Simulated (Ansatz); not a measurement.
Here is an Ansatz 0.2.0 calculation.

The input input.yaml:

```yaml
crystal:
  lattice:
    - [0.0, 3.0315, 3.0315]
    - [3.0315, 0.0, 3.0315]
    - [3.0315, 3.0315, 0.0]
  atoms:
    - { symbol: I, position: [0.0, 0.0, 0.0] }
    - { symbol: Cu, position: [0.75, 0.75, 0.75] }
hamiltonian:
  xc: pbesol
  pseudopotentials: { kind: paw }
kpoints:
  mp_grid: { grid: [6, 6, 6] }
scf:
  occupations: { method: fixed }
phonons:
  method: dfpt
  dielectric: true
  rigid_motions: translations
  qmesh: [2, 2, 2]
  temperatures: { t_max: 1000, t_step: 100 }
  qpath:
    path:
      - [[0.0, 0.0, 0.0], [0.5, 0.0, 0.5], [0.5, 0.25, 0.75], [0.375, 0.375, 0.75], [0.0, 0.0, 0.0], [0.5, 0.5, 0.5], [0.625, 0.25, 0.625], [0.5, 0.25, 0.75], [0.5, 0.5, 0.5], [0.375, 0.375, 0.75]]
      - [[0.625, 0.25, 0.625], [0.5, 0.0, 0.5]]
    npoints: 8
```

Potentials or basis: Ansatz PAW.

Command:

```console
$ ansatz run input.yaml --threads 2 --pin off --max-ram 5632MiB --backend cpu --events-out ev --progress --plain --runs-dir out
```

Q: Predict the electronic dielectric tensor (diagonal).

A: 6.59.

Q: Estimate the Born charges (mean of the diagonal).

A: I -1.10; Cu +1.10 e.

Q: Estimate the band gap on the k mesh.

A: 1.01 eV, direct.

Q: Predict the highest phonon frequency, LO-TO splitting left out.

A: 129 cm⁻¹.

Q: Estimate the static dielectric tensor (diagonal).

A: 8.35.

Phonon frequencies in cm⁻¹ (negative: imaginary):
| q point | frequencies |
| --- | --- |
| (0.000, 0.000, 0.000) | 0 0 0 120 120 120 |
| (0.000, 0.000, -0.500) | 40 40 105 124 124 129 |
| (0.000, -0.500, -0.500) | 54 54 116 121 128 128 |

Caveat: spin-orbit coupling is left out, which moves the levels of the heavy elements; the q mesh is small, so phonon branches between its points and thermal values are rough.

**What was measured.**

From a printed reference work, data compilation, for a bulk crystal of CuI: high-frequency dielectric constant 4.84.

Against the measured high-frequency dielectric constant of CuI, 4.84 (a printed reference work, data compilation), the calculated 6.59 is off by +36.1 %. So large a miss can be the level of theory's own, or it may mean another phase, state or a wrong row.
